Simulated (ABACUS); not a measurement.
# BN (P6_3mc) in ABACUS: notebook, part 2 of 2

ABACUS 3.10.1.

**3. Single point, PBE**

Input file INPUT:

```
INPUT_PARAMETERS
suffix              BN
calculation         scf
basis_type          lcao
pseudo_dir          ./
orbital_dir         ./
symmetry            1
dft_functional      pbe
ecutwfc             100
pseudo_rcut         10
nspin               1
nbands              18
ks_solver           scalapack_gvx
smearing_method     fd
smearing_sigma      0.00367493
scf_thr             1e-07
scf_nmax            100
mixing_type         broyden
mixing_beta         0.7
cal_force           1
cal_stress          1
out_mul             1
out_chg             1
```

Input file STRU:

```
ATOMIC_SPECIES
N 14.0070 N.upf
B 10.8100 B.upf

NUMERICAL_ORBITAL
N_confined-atom_6au_2s2p1d.orb
B_confined-atom_7au_2s2p1d.orb

LATTICE_CONSTANT
4.8262463860

LATTICE_VECTORS
1.0000000000 0.0000000000 0.0000000000
-0.5000000000 0.8660254038 0.0000000000
0.0000000000 0.0000000000 1.6550332659

ATOMIC_POSITIONS
Cartesian

N
0.0
2
-0.0000000001 0.5773502692 0.2073359474 1 1 1
0.5000000000 0.2886751346 1.0348525804 1 1 1

B
0.0
2
-0.0000000001 0.5773502692 0.8270598438 1 1 1
0.5000000000 0.2886751346 1.6545764768 1 1 1
```

Input file KPT:

```
K_POINTS
0
Gamma
11 11 6 0 0 0
```

Potentials or basis: PseudoDojo NC SR 0.5 PBE stringent, DZP LCAO (the cutoffs set its grid).

Launch:

```
OMP_NUM_THREADS=1 mpirun -np 4 abacus > log
```

running log:

```text
ABACUS v3.10.1

               Atomic-orbital Based Ab-initio Computation at UStc

 ------------------------------------------------------------------------------------

 READING GENERAL INFORMATION
                           global_out_dir = OUT.BN/
                           global_in_card = INPUT
                               pseudo_dir = ./
                              orbital_dir = ./
                                    DSIZE = 4
                                    GSIZE = 1

 READING UNITCELL INFORMATION
                                    ntype = 2
                  lattice constant (Bohr) = 4.82625
              lattice constant (Angstrom) = 2.55394

 READING ATOM TYPE 1
                               atom label = N
                      L=0, number of zeta = 2
                      L=1, number of zeta = 2
                      L=2, number of zeta = 1
             number of atom for this type = 2

 READING ATOM TYPE 2
                               atom label = B
                      L=0, number of zeta = 2
[... 352 lines left out ...]
 E_KS(sigma->0) -53.5741495795       -728.9136997860
 E_Harris       -53.5741490786       -728.9136929698
 E_band         3.6965835242         50.2945990620
 E_one_elec     9.0980432291         123.7852285663
 E_Hartree      7.1914209168         97.8443011843
 E_xc           -17.4347195779       -237.2115292921
 E_Ewald        -52.4288941475       -713.3317002445
 E_entropy(-TS) 0.0000000000         0.0000000000
 E_descf        0.0000000000         0.0000000000
 E_exx          0.0000000000         0.0000000000
 E_Fermi        1.0034909219         13.6531944298
----------------------------------------------------------

 charge density convergence is achieved
 final etot is -728.91369979 eV
 EFERMI = 13.65319443 eV

 STATE ENERGY(eV) AND OCCUPATIONS    NSPIN == 1
 1/64 kpoint (Cartesian) = 0.0000 0.0000 0.0000 (687 pws)
       1       -9.07317     0.00275482
       2       -5.02960     0.00275482
       3       0.311407     0.00275482
       4        9.02242     0.00275482
       5        9.02242     0.00275482
       6        10.8791     0.00275482
[... 98 lines left out ...]
       5        4.12437      0.0165289
       6        6.20783      0.0165289
[... 10 lines left out ...]
      17        30.8269        0.00000
      18        33.2326        0.00000

[... levels at 58 further k points ...]

 correction force for each atom along direction 1 is 0.00601145
 correction force for each atom along direction 2 is -0.00533122
 correction force for each atom along direction 3 is 6.65485e-07
------------------------------------------------------------------------------------------
 TOTAL-FORCE (eV/Angstrom)
------------------------------------------------------------------------------------------
                        N1         0.0000000000         0.0000000000         0.0150661117
                        N2         0.0000000000         0.0000000000         0.0150661117
                        B1         0.0000000000         0.0000000000        -0.0150661117
                        B2         0.0000000000         0.0000000000        -0.0150661117
------------------------------------------------------------------------------------------

----------------------------------------------------------------
 TOTAL-STRESS (KBAR)
----------------------------------------------------------------
         8.1052771128        -0.0000000000         0.0000000000
         0.0000000000         8.1052771125         0.0000000000
         0.0000000000         0.0000000000        -0.2063156438
----------------------------------------------------------------
 TOTAL-PRESSURE: 5.334746 KBAR

 --------------------------------------------
 !FINAL_ETOT_IS -728.9136997859986877 eV
 --------------------------------------------
```

stdout:

```text
ABACUS v3.10.1

               Atomic-orbital Based Ab-initio Computation at UStc

 UNIFORM GRID DIM        : 32 * 32 * 54
 UNIFORM GRID DIM(BIG)   : 8 * 8 * 27
[... 26 lines left out ...]
 GV8     -7.28913700e+02  -2.74071637e-10   4.4847e-07   2.21
 GV9     -7.28913700e+02  -3.96364625e-12   4.2600e-08   2.23
----------------------------------------------------------------
 TOTAL-STRESS (KBAR)
----------------------------------------------------------------
         8.1052771128        -0.0000000000         0.0000000000
         0.0000000000         8.1052771125         0.0000000000
         0.0000000000         0.0000000000        -0.2063156438
----------------------------------------------------------------
 TOTAL-PRESSURE: 5.334746 KBAR
```

mulliken.txt:

```text
 0
CALCULATE THE MULLIkEN ANALYSIS FOR EACH ATOM
 Total charge:	16
Decomposed Mulliken populations
0                              Zeta of N              Spin 1
s                                      0              1.7246
s                                      1              0.0136
SUM OVER M+Zeta                                       1.7382

pz                                     0              1.2374
px                                     0              1.2087
py                                     0              1.2089
SUM OVER M                                            3.6550
pz                                     1             -0.0030
px                                     1             -0.0121
py                                     1              0.0216
SUM OVER M                                            0.0064
SUM OVER M+Zeta                                       3.6615
[... 85 lines left out ...]
dz^2                                   0              0.0974
dxz                                    0              0.1117
dyz                                    0              0.0889
dx^2-y^2                               0              0.0845
dxy                                    0              0.1077
SUM OVER M                                            0.4902
SUM OVER M+Zeta                                       0.4902

SUM OVER M+Zeta+L                                     2.4899

Total Charge on atom:                  B              2.4899
```

Wall time 26 s (4 MPI ranks of AMD EPYC, shared host); peak memory 0.4 GiB.

What came out:

| Quantity | Value |
| --- | --- |
| Free energy | -728.9137 eV |
| Pressure | 0.5 GPa |
| Largest force | 0.015 eV/Å |
| Band gap on the k mesh | 5.48 eV, indirect (least direct gap 8.33 eV) |
| Mulliken charges | N -0.50, -0.51; B +0.50, +0.51 e |

Forces on the atoms (eV/Å):
```
N    0.000  0.000  0.015
N    0.000  0.000  0.015
B    0.000  0.000 -0.015
B    0.000  0.000 -0.015
```

Levels at points of the mesh, in eV from the valence-band top:
```tsv
k point	band 5	band 6	band 7	band 8	band 9	band 10	band 11	band 12
(0.00, 0.00, 0.00)	-2.10	-0.24	0.00	0.00	8.38	8.38	8.60	9.59
(0.00, 0.00, 0.50)	-1.17	-1.17	-1.17	-1.17	9.56	9.56	9.92	9.92
```

Caveat: the atomic orbitals were generated for these runs and aren't a published set; Mulliken charges move with the basis; an odd mesh through Γ misses points on the zone boundary, where band edges often lie; the basis of atomic orbitals isn't converged, which shifts pressures, moduli and gaps.

**4. Relaxation of cell and atoms, PBE**

Edit INPUT of step 3 so:

```diff
@@ -2,3 +2,3 @@
 suffix              BN
-calculation         scf
+calculation         cell-relax
 basis_type          lcao
@@ -11,4 +11,4 @@
 nspin               1
-nbands              18
-ks_solver           scalapack_gvx
+nbands              12
+ks_solver           genelpa
 smearing_method     fd
@@ -22,2 +22,6 @@
 out_mul             1
-out_chg             1
+relax_nmax          60
+force_thr_ev        0.01
+relax_method        cg
+out_stru            1
+stress_thr          0.5
```

STRU is that of step 3.

KPT is that of step 3.

Launch:

```
OMP_NUM_THREADS=1 mpirun -np 4 abacus > log
```

It took 56 s on 4 MPI ranks of AMD EPYC, shared host; peak memory 0.44 GiB.

It converged, with:

| Property | Result |
| --- | --- |
| Free energy | -728.9138 eV |
| Relaxed volume | 5.98 Å³/atom |
| Relaxed cell | a = 2.556 Å, b = 2.556 Å, c = 4.226 Å, α = 90.00°, β = 90.00°, γ = 120.00° |
| Space group after relaxing (to 0.05 Å) | P6_3mc (No. 186) |
| Energy gained by relaxing | 0.0 meV/atom |
| Ionic steps | 4 |
| Pressure after relaxing | 0.0 GPa |
| Largest force after relaxing | 0.004 eV/Å |
| Mulliken charges | N -0.50, -0.51; B +0.50, +0.51 e |

Forces in eV/Å, atoms in the order of the input:
```
N    0.000  0.000  0.004
N    0.000  0.000  0.004
B    0.000  0.000 -0.004
B    0.000  0.000 -0.004
```

Stress tensor (GPa, compression positive):
```
-0.05  0.00  0.00
 0.00 -0.05  0.00
 0.00  0.00  0.04
```

The path:
```
step  energy change (eV)  largest force (eV/Å)  pressure (GPa)  volume (Å³)
   1              0.0000                0.0151            0.53        23.88
   2              0.0000                0.0257           -0.58        23.95
   3             -0.0001                0.0050           -0.02        23.91
   4             -0.0001                0.0041           -0.02        23.91
```

Final structure:
```xyz
4
Lattice="2.5560 0.0000 0.0000 -1.2780 2.2136 0.0000 0.0000 0.0000 4.2263" Properties=species:S:1:pos:R:3 pbc="T T T"
N     0.0000    1.4757    0.5296
N     1.2780    0.7379    2.6428
B     0.0000    1.4757    2.1118
B     1.2780    0.7379    4.2249
```

Caveat: the atomic orbitals were generated for these runs and aren't a published set; Mulliken charges move with the basis; the basis of atomic orbitals isn't converged, which shifts pressures, moduli and gaps.

**5. Single point, PBE**

Input file INPUT:

```
INPUT_PARAMETERS
suffix              BN
calculation         scf
basis_type          pw
pseudo_dir          ./
symmetry            1
dft_functional      pbe
ecutwfc             84
pseudo_rcut         10
nspin               1
nbands              18
ks_solver           dav
smearing_method     fd
smearing_sigma      0.00367493
scf_thr             1e-08
scf_nmax            100
mixing_type         broyden
mixing_beta         0.7
cal_force           1
cal_stress          1
out_chg             1
kpar                4
```

Input file STRU:

```
ATOMIC_SPECIES
N 14.0070 N.upf
B 10.8100 B.upf

LATTICE_CONSTANT
1.8897261246

LATTICE_VECTORS
2.5539396017 0.0000000000 0.0000000000
-1.2769698009 2.2117765748 0.0000000000
0.0000000000 0.0000000000 4.2268550000

ATOMIC_POSITIONS
Direct

N
0.0
2
0.3333333333 0.6666666667 0.1252760000 1 1 1
0.6666666667 0.3333333333 0.6252760000 1 1 1

B
0.0
2
0.3333333333 0.6666666667 0.4997240000 1 1 1
0.6666666667 0.3333333333 0.9997240000 1 1 1
```

Input file KPT:

```
K_POINTS
0
Gamma
10 10 5 0 0 0
```

Potentials or basis: PseudoDojo NC SR 0.5 PBE standard, plane waves.

Launch:

```
OMP_NUM_THREADS=1 mpirun -np 4 abacus > log
```

Wall time 6.5 s (4 MPI ranks of Intel Xeon Platinum 8375C at 2.90GHz (Ice Lake), shared host); peak memory 0.28 GiB.

The run converged. Its results:

| Item | Value |
| --- | --- |
| Free energy | -729.3491 eV |
| Pressure | -0.4 GPa |
| Largest force | 0.015 eV/Å |
| Band gap on the k mesh | 5.46 eV, indirect (least direct gap 8.28 eV) |

Forces on the atoms (eV/Å):
```
N    0.000  0.000 -0.015
N    0.000  0.000 -0.015
B    0.000  0.000  0.015
B    0.000  0.000  0.015
```

Stress tensor (GPa, compression positive):
```
-0.14  0.00  0.00
 0.00 -0.14  0.00
 0.00  0.00 -0.99
```

Levels at points of the mesh, in eV from the valence-band top:
```
           k point  band 6  band 7  band 8  band 9  band 10
(0.00, 0.00, 0.00)   -0.27    0.00    0.00    8.39     8.39
(0.50, 0.50, 0.00)   -4.93   -4.36   -2.10    6.77     7.99
```

Caveat: an odd mesh through Γ misses points on the zone boundary, where band edges often lie.

**6. Overview**

```csv
task,potentials or basis,cell,k mesh,cutoff (eV),SCF threshold on the density,eigensolver,max steps of the relaxation,force threshold,optimiser,gap on the mesh (eV),pressure (GPa),largest force (eV/Å)
single point,"PseudoDojo NC SR 0.5 PBE stringent, DZP LCAO (the cutoffs set its grid)",as given,11 × 11 × 6,1361,1e-07,scalapack_gvx,-,-,-,5.48,0.5,0.02
relaxation of cell and atoms,"PseudoDojo NC SR 0.5 PBE stringent, DZP LCAO (the cutoffs set its grid)",relaxed,11 × 11 × 6,1361,1e-07,genelpa,60,0.01 eV/Å,cg,-,0.0,-
single point,"PseudoDojo NC SR 0.5 PBE standard, plane waves",as given,10 × 10 × 5,1143,1e-08,dav,-,-,-,5.46,-0.4,0.02
```

Alike in all rows: level PBE; no spin polarisation; smearing fermi-dirac 0.05 eV.

Caveats: the atomic orbitals were generated for these runs and aren't a published set (some runs); an odd mesh through Γ misses points on the zone boundary, where band edges often lie (some runs); the basis of atomic orbitals isn't converged, which shifts pressures, moduli and gaps (some runs).

Total energies depend on the potentials used, so only differences within one code and one set of settings carry meaning.
